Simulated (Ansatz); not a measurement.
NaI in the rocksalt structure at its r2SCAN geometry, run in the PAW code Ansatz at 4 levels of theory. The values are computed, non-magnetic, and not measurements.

The PBE+SOC input:
```yaml
crystal:
  lattice:
    - [0.0, 3.2297205588, 3.2297205588]
    - [3.2297205588, 0.0, 3.2297205588]
    - [3.2297205588, 3.2297205588, 0.0]
  atoms:
    - { symbol: Na, position: [0.0, 0.0, 0.0] }
    - { symbol: I, position: [0.5, 0.5, 0.5] }
kpoints:
  mp_grid: { grid: [8, 8, 8] }
  band_path:
    path:
      - [0.0, 0.0, 0.0]
      - [0.5, 0.0, 0.5]
      - [0.625, 0.25, 0.625]
      - [0.375, 0.375, 0.75]
      - [0.5, 0.5, 0.5]
      - [0.5, 0.25, 0.75]
    npoints: 1
hamiltonian:
  xc: pbe
scf:
  occupations: { method: fixed }
  n_extra_bands: 8
magnetization:
  noncollinear: true
  spin_orbit: true
output:
  forces: true
  stress: true
  eigenvalues: true
```

Main results, then, where recorded, the levels near the gap in eV from the Fermi energy (columns number the bands from 0), one row a point of the path (Γ, X, U, K, L, W):
```
Crystal: 2 atoms, lattice volume = 67.379 Å³
Symmetry: 48 space group operations + 48 with time reversal
Magnetic group: BNS 225.117 (UNI 1619)
```
```
Basis set: ecut = 420 eV, 1363 PW (Γ)
k-points: 29 of 512
SCF converged after 7 iterations
Free energy (F): -9004.936937 eV
Fermi energy:    3.428397 eV
--- Stress (GPa, compression-positive) ---
        0.548221       0.000000       0.000000
        0.000000       0.548221       0.000000
        0.000000       0.000000       0.548221
  P = ⅓ Tr σ = 0.5482 GPa (5.482 kbar)
```
```tsv
band_20	band_21	band_22	band_23	band_24	band_25	band_26	band_27	band_28	band_29	band_30	band_31
-1.081	-1.081	0.000	0.000	0.000	0.000	3.323	3.323	7.612	7.612	7.612	7.612
-2.422	-2.422	-1.282	-1.282	-0.804	-0.804	4.166	4.166	5.216	5.216	9.504	9.504
-2.276	-2.276	-1.583	-1.583	-0.841	-0.841	4.884	4.884	6.354	6.354	8.363	8.363
-2.276	-2.276	-1.583	-1.583	-0.841	-0.841	4.884	4.884	6.354	6.354	8.363	8.363
-2.643	-2.643	-0.909	-0.909	-0.303	-0.303	4.762	4.762	7.122	7.122	7.146	7.146
-2.210	-2.210	-1.519	-1.519	-1.137	-1.137	5.497	5.497	7.083	7.083	7.244	7.244
```

With PBE+SOC the gap is 3.32 eV and direct, at Γ.

r2SCAN. Against the first input these blocks differ (the band path and keys that only write files left aside):
```yaml
hamiltonian:
  xc: r2scan
scf:
  occupations: { method: fixed }
  n_extra_bands: 4
```
(magnetization left out)

```
Basis set: ecut = 500 eV, 1687 PW (Γ)
k-points: 29 of 512
SCF converged after 6 iterations
Free energy (F): -9019.605030 eV
Fermi energy:    2.761175 eV
--- Stress (GPa, compression-positive) ---
        0.010798       0.000000       0.000000
        0.000000       0.010798       0.000000
        0.000000       0.000000       0.010798
  P = ⅓ Tr σ = 0.0108 GPa (0.108 kbar)
```
```tsv
band_10	band_11	band_12	band_13	band_14	band_15
0.000	0.000	0.000	4.449	8.540	8.540
-1.954	-0.768	-0.768	5.215	6.049	10.774
-1.682	-1.361	-0.621	5.895	7.301	9.427
-1.682	-1.361	-0.621	5.895	7.301	9.427
-2.209	-0.295	-0.295	5.704	8.097	8.097
-1.443	-1.443	-0.937	6.576	8.095	8.095
```

The r2SCAN gap is direct at Γ: 4.45 eV. The mean stress is close to zero (0.01 GPa).

Q: In the first input these blocks are replaced (the band path and keys that only write files left aside):
```yaml
kpoints:
  mp_grid: { grid: [6, 6, 6] }
hamiltonian:
  xc: hse06
scf:
  occupations: { method: fixed }
  n_extra_bands: 4
```
(magnetization left out)
What comes out?

A:
```
Basis set: ecut = 420 eV, 1363 PW (Γ)
k-points: 16 of 216
Exchange kernel: α = 0.2500, screened, ω = 0.2079 Å⁻¹, Wigner–Seitz truncation, v(0) = 1046.8989 eV·Å³, q-mesh 6×6×6
hybrid outer 1: dexx = +2.553e-3 eV, tail = 8.43e-6 eV
hybrid outer 2: dexx = +1.008e-7 eV, tail = 1.99e-8 eV, Δε = 3.00e-3 eV
hybrid SCF converged: 2 outer / 8 inner (+2 warm-up)
Free energy (F): -9006.883660 eV
Fermi energy:    2.390510 eV
--- Stress (GPa, compression-positive) ---
        0.220381       0.000000       0.000000
        0.000000       0.220381       0.000000
        0.000000       0.000000       0.220381
  P = ⅓ Tr σ = 0.2204 GPa (2.204 kbar)
```
```tsv
band_10	band_11	band_12	band_13	band_14	band_15
0.000	0.000	0.000	4.692	9.021	9.021
-2.075	-0.813	-0.813	5.536	6.487	11.112
-1.783	-1.444	-0.655	6.255	7.727	9.848
-1.783	-1.444	-0.655	6.255	7.727	9.848
-2.356	-0.309	-0.309	6.074	8.552	8.552
-1.528	-1.528	-0.993	6.932	8.543	8.543
```
The HSE06 gap is direct at Γ: 4.69 eV. The mean stress, +0.2 GPa, is small, and the program warns that its thresholds are loose for a hybrid's stress.

Q: Another run on the same cell gave
```
Basis set: ecut = 420 eV, 1363 PW (Γ)
k-points: 16 of 216
hybrid outer 1: dexx = +3.691e-3 eV, tail = 1.21e-5 eV
hybrid outer 2: dexx = +1.149e-7 eV, tail = 2.67e-8 eV, Δε = 3.70e-3 eV
hybrid SCF converged: 2 outer / 8 inner (+2 warm-up)
Free energy (F): -9006.145786 eV
Fermi energy:    2.022188 eV
--- Stress (GPa, compression-positive) ---
        0.175625       0.000000       0.000000
        0.000000       0.175625       0.000000
        0.000000       0.000000       0.175625
  P = ⅓ Tr σ = 0.1756 GPa (1.756 kbar)
```
```tsv
band_10	band_11	band_12	band_13	band_14	band_15
0.000	0.000	0.000	5.359	9.738	9.738
-2.127	-0.832	-0.832	6.241	7.174	11.830
-1.829	-1.482	-0.671	6.961	8.438	10.566
-1.829	-1.482	-0.671	6.961	8.438	10.566
-2.413	-0.317	-0.317	6.755	9.272	9.272
-1.569	-1.569	-1.019	7.658	9.254	9.254
```
Which level of theory gave it?

A: It is PBE0, judged by the exchange loop and the size of the gap (a near hybrid could fit too), on 6×6×6; the blocks that differ from the first input, but for the band path:
```yaml
kpoints:
  mp_grid: { grid: [6, 6, 6] }
hamiltonian:
  xc: pbe0
scf:
  occupations: { method: fixed }
  n_extra_bands: 4
```
(magnetization left out)
PBE0 gives a direct gap of 5.36 eV at Γ. The mean stress, +0.2 GPa, is small, and the program warns that its thresholds are loose for a hybrid's stress.

Small level splittings and stresses of the hybrids carry the error of their coarser meshes.

Totals of different functionals, or with and without spin-orbit coupling, can't be compared.

Only the levels marked +SOC include spin-orbit coupling.
